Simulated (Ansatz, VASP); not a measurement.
**GaN: VASP beside Ansatz**

The input INCAR:

```
ALGO = Normal
EDIFF = 1E-6
ENCUT = 520
GGA = PE
ISIF = 2
ISMEAR = 0
IVDW = 13
LASPH = T
LCHARG = F
LREAL = F
LWAVE = F
NBANDS = 16
NELM = 60
PREC = Accurate
SIGMA = 0.01
```

File KPOINTS:

```
k-points
0
Gamma
  9 9 9
```

POSCAR

```
GaN
1.0
    0.0000000000      2.2535006100      2.2535006100
    2.2535006100      0.0000000000      2.2535006100
    2.2535006100      2.2535006100      0.0000000000
Ga N
1 1
Direct
    0.0000000000      0.0000000000      0.0000000000
    0.7499999989      0.7499999989      0.7499999989
```

Input for Ansatz:

```yaml
crystal:
  lattice:
    - [0.0, 2.25350061, 2.25350061]
    - [2.25350061, 0.0, 2.25350061]
    - [2.25350061, 2.25350061, 0.0]
  atoms:
    - { symbol: Ga, position: [0.0, 0.0, 0.0] }
    - { symbol: "N", position: [0.7499999988906149, 0.7499999988906149, 0.7499999988906149] }
kpoints:
  mp_grid:
    grid: [9, 9, 9]
hamiltonian:
  xc: pbe
  dispersion: d4
scf:
  occupations:
    method: fixed
checkpoint:
  read: gan.run
```

The cell is a database's computed one.

Alike in both runs: task single point; functional PBE; dispersion D4; k mesh 9 × 9 × 9; no spin polarisation.

|  | VASP | Ansatz |
| --- | --- | --- |
| version | VASP 6.6.1 | Ansatz 0.2.0 |
| potentials or method | VASP PAW PBE potentials, release 64 (Ga_d, N) | plane waves, PAW |
| plane-wave cutoff (eV) | 520 | 420 |
| occupations | gaussian, width 0.01 eV | fixed |
| valence electrons in the cell | 18 | 18 |

```csv
,VASP,Ansatz,Ansatz less VASP
dispersion energy (meV/atom),-400.5,-400.6,-0.11
```
